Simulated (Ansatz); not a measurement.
# TiO2: a relaxation

Aim: relax the cell and atoms of TiO2.

Computed with Ansatz 0.2.0 (DFT PBEsol, scalar-relativistic, plane waves, PAW, unless a step's input says otherwise).

Symmetry: P4_2/mnm, No. 136, tetragonal system. Conventional cell: a = 4.594 Å, b = 4.594 Å, c = 2.959 Å, α = 90.00°, β = 90.00°, γ = 90.00°. Ti (site symmetry mmm) has 6 O at 1.94 to 1.99 Å as nearest neighbours. Around O (site symmetry m2m) lie 3 Ti at 1.94 to 1.99 Å.

Structure file:

```cif
data_structure
_symmetry_space_group_name_H-M 'P4_2/mnm'
_symmetry_Int_Tables_number 136
_cell_length_a 4.5940
_cell_length_b 4.5940
_cell_length_c 2.9590
_cell_angle_alpha 90.000
_cell_angle_beta 90.000
_cell_angle_gamma 90.000
_cell_volume 62.45
loop_
_atom_site_label
_atom_site_type_symbol
_atom_site_symmetry_multiplicity
_atom_site_Wyckoff_symbol
_atom_site_fract_x
_atom_site_fract_y
_atom_site_fract_z
_atom_site_occupancy
Ti1 Ti 2 a 0.00000 0.00000 0.00000 1
O1 O 4 f 0.30600 0.30600 0.00000 1
```

Source of the structure: the Crystallography Open Database.

The structure above is the start of the run; the results belong to its end.

```
                                                               quantity                                                                      value
                                                           relaxed cell  a = 4.591 Å, b = 4.591 Å, c = 2.939 Å, α = 90.00°, β = 90.00°, γ = 90.00°
                                                   space group (0.01 Å)                                                         P4_2/mnm (No. 136)
                                                                 volume                                                              10.33 Å³/atom
formation energy (elements from runs with the same settings, not shown)                                                              -3.11 eV/atom
                                                        gap on the mesh                                                                    1.87 eV
```

What this shows: The relaxed volume is 0.8 % smaller than at the start. The start is a reported cell, which holds thermal expansion that this zero-temperature run lacks. Measured lattice constant a of TiO2: 4.592 Å (300 K; powder; quoted in “Phonon quarticity induced by changes in phonon-tracked hybridization during lattice expansion and its stabilization of rutile TiO2”, 2015, arxiv:1502.04667). This calculation gives 4.591 Å (0.0 %). 3 values of this kind are on record in papers (4.592 to 4.594 Å); this one was drawn at random among those near their median. Measured lattice constant c of TiO2: 2.958 Å (300 K; powder; quoted in “Phonon quarticity induced by changes in phonon-tracked hybridization during lattice expansion and its stabilization of rutile TiO2”, 2015, arxiv:1502.04667). This calculation gives 2.939 Å (-0.6 %). 2 values of this kind are on record in papers (2.958 to 2.959 Å); this one was drawn at random among those near their median. That is the cell relaxed with PBEsol, without thermal expansion or zero-point motion.

These are semilocal Kohn-Sham gaps, which aren't the measured quantity. Such gaps usually fall short of the measured ones.

Q: Write the input and the launch command of the relaxation that these results rest on.

The input that was run (others would do too):

The input, input.yaml:

```yaml
crystal:
  lattice:
    - [4.594, 0.0, 0.0]
    - [0.0, 4.594, 0.0]
    - [0.0, 0.0, 2.959]
  atoms:
    - { symbol: Ti, position: [0.0, 0.0, 0.0] }
    - { symbol: Ti, position: [0.5, 0.5, 0.5] }
    - { symbol: O, position: [0.306, 0.306, 0.0] }
    - { symbol: O, position: [0.194, 0.806, 0.5] }
    - { symbol: O, position: [0.694, 0.694, 0.0] }
    - { symbol: O, position: [0.806, 0.194, 0.5] }
basis:
  ecutwfc: 420
kpoints:
  mp_grid: { grid: [6, 6, 10] }
hamiltonian:
  xc: pbesol
scf:
  occupations: { method: gaussian, width: 0.02 }
output:
  forces: true
  stress: true
  eigenvalues: true
relax:
  adjacent_minimum: "off"
  f_tol: 0.005
  max_steps: 80
  cell: { stress_tol: 0.05 }
```

The run is started by

```sh
> ansatz run input.yaml --threads 1 --pin off --max-ram 2560MiB --backend cpu --events-out ev --progress --plain --runs-dir out
```
